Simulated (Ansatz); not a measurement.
# ZnS: the cost of one run

Method: DFT PBEsol, scalar-relativistic, in Ansatz 0.2.0.

## 1. The structure to begin with

It takes space group F-43m (No. 216, cubic). Conventional cell: a = 5.409 Å, b = 5.409 Å, c = 5.409 Å, α = 90.00°, β = 90.00°, γ = 90.00°. Around Zn (site symmetry -43m) lie 4 S at 2.34 Å. S (site symmetry -43m) is surrounded by 4 Zn at 2.34 Å.

As a file:

```
CELL_PARAMETERS angstrom
0.00000 2.70465 2.70465
2.70465 0.00000 2.70465
2.70465 2.70465 0.00000
ATOMIC_POSITIONS crystal
Zn 0.00000 0.00000 0.00000
S 0.75000 0.75000 0.75000
```

Atoms are numbered in the order of the input: Zn1, S2.

## 2. After the deformation

Space group F-43m before, I-4m2 after.

## 3. LAPW, all electrons

File input.yaml:

```yaml
crystal:
  lattice:
    - [0.0, 2.70465, 2.7316965]
    - [2.70465, 0.0, 2.7316965]
    - [2.70465, 2.70465, 0.0]
  atoms:
    - { symbol: Zn, position: [0.0, 0.0, 0.0] }
    - { symbol: S, position: [0.75, 0.75, 0.75] }
kpoints:
  mp_grid: { grid: [9, 9, 9] }
  band_path:
    path:
      - [0.0, 0.0, 0.0]
      - [0.5, 0.0, 0.5]
      - [0.75, 0.25, 0.5]
      - [0.5, 0.5, 0.5]
      - [0.0, 0.0, 0.0]
      - [0.5, 0.5, 0.0]
      - [0.6274629938, 0.6274629938, 0.2549259876]
      - [0.3725370062, 0.3725370062, 0.7450740124]
      - [0.0, 0.0, 0.0]
    npoints: 5
scf:
  occupations: { method: fermi_dirac, width: 0.01 }
hamiltonian:
  xc: pbesol
  pseudopotentials: { kind: all_electron, lapw: { basis_error: 0.00025 } }
output:
  forces: true
  stress: true
  eigenvalues: true
```

The run is started by

```
ansatz run input.yaml --threads 1 --pin off --max-ram 3072MiB --backend cpu --events-out ev --progress --plain --runs-dir out
```

What time and memory should one allow on 1 thread of Intel Xeon 6975P-C (Granite Rapids), shared host?

About 18 s, with a peak of 0.44 GiB.
